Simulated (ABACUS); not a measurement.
Crystal: Ir.

```
Ir
1.0
     0.00000    1.91560    1.91560
     1.91560    0.00000    1.91560
     1.91560    1.91560    0.00000
Ir
1
Direct
  0.00000 0.00000 0.00000
```

Base run:

```yaml
Program: ABACUS 3.10.1
Functional: RPBE
Potentials_or_basis: SPMS ONCV 1.0 PBE
Cutoff: 925 eV
Density_cutoff: 3701 eV
Basis: plane waves
k_mesh: 10 × 10 × 10
Occupations: fermi-dirac, width 0.05 eV
Spin: no spin polarisation
```

Its results: band gap on the k mesh none (metal or under the smearing width); pressure 15.5 GPa.

The run is repeated on the same cell with these changes: functional from RPBE to BLYP. What comes out?

Band gap on the k mesh none (metal or under the smearing width); pressure 28.2 GPa.

Caveats: the potentials were made for another functional, which shifts forces and pressure; so large a pressure means that the cell lies far from this level's equilibrium, or that cutoff or potentials fall short (some runs); a pressure of tens of GPa on the cell as given is suspect, and the run, the potentials or the cell itself is likely at fault (some runs).

Not every run made on this cell is shown here.
